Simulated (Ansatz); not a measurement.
# Ge: the cost of one run

Program: Ansatz 0.2.0. Level of theory: DFT PBE, scalar-relativistic, plane waves, PAW. These are calculated values, not measurements.

**1. Starting point**

The structure is orthorhombic, space group Pbcm (No. 57). The conventional cell has a = 5.994 Å, b = 4.614 Å, c = 4.889 Å, α = 90.00°, β = 90.00°, γ = 90.00°. Ge (site symmetry 2) is surrounded by 6 Ge at 2.44 to 2.55 Å. Around Ge (site symmetry m) lie 6 Ge at 2.52 to 2.65 Å.

As a file:

```cif
data_structure
_symmetry_space_group_name_H-M 'P 1'
_symmetry_Int_Tables_number 1
_cell_length_a 5.9939
_cell_length_b 4.6141
_cell_length_c 4.8893
_cell_angle_alpha 90.000
_cell_angle_beta 90.000
_cell_angle_gamma 90.000
_cell_volume 135.22
loop_
_atom_site_label
_atom_site_type_symbol
_atom_site_fract_x
_atom_site_fract_y
_atom_site_fract_z
_atom_site_occupancy
Ge1 Ge 0.40861 0.25000 0.00000 1
Ge2 Ge 0.59139 0.75000 0.50000 1
Ge3 Ge 0.59139 0.75000 0.00000 1
Ge4 Ge 0.40861 0.25000 0.50000 1
Ge5 Ge 0.91607 0.50968 0.25000 1
Ge6 Ge 0.08393 0.49032 0.75000 1
Ge7 Ge 0.08393 0.00968 0.25000 1
Ge8 Ge 0.91607 0.99032 0.75000 1
```

The cell is invented: 6-connected net of one element (Pbcm, No. 57). Lengths come from tabulated atomic sizes and are only a guess.

**2. Probe: one point on a coarse mesh**

input.yaml

```yaml
crystal:
  lattice:
    - [5.99394157, 0.0, 0.0]
    - [0.0, 4.61408085, 0.0]
    - [0.0, 0.0, 4.88934368]
  atoms:
    - { symbol: Ge, position: [0.40861372, 0.25, 0.0] }
    - { symbol: Ge, position: [0.59138628, 0.75, 0.5] }
    - { symbol: Ge, position: [0.59138628, 0.75, 0.0] }
    - { symbol: Ge, position: [0.40861372, 0.25, 0.5] }
    - { symbol: Ge, position: [0.91606918, 0.50968414, 0.25] }
    - { symbol: Ge, position: [0.08393082, 0.49031586, 0.75] }
    - { symbol: Ge, position: [0.08393082, 0.00968414, 0.25] }
    - { symbol: Ge, position: [0.91606918, 0.99031586, 0.75] }
basis:
  ecutwfc: 420
kpoints:
  mp_grid: { grid: [4, 4, 4] }
hamiltonian:
  xc: pbe
scf:
  occupations: { method: gaussian, width: 0.1 }
  lower_state_search: "off"
output:
  forces: true
  stress: true
  eigenvalues: true
```

Run with:

```console
$ ansatz run input.yaml --threads 1 --pin off --max-ram 2560MiB --backend cpu --events-out ev --progress --plain --runs-dir out
```

**Question.** How long does this run take on 1 thread of Arm Neoverse V1, shared host, and how much memory does it need?

About 20 s, with a peak of 0.48 GiB.
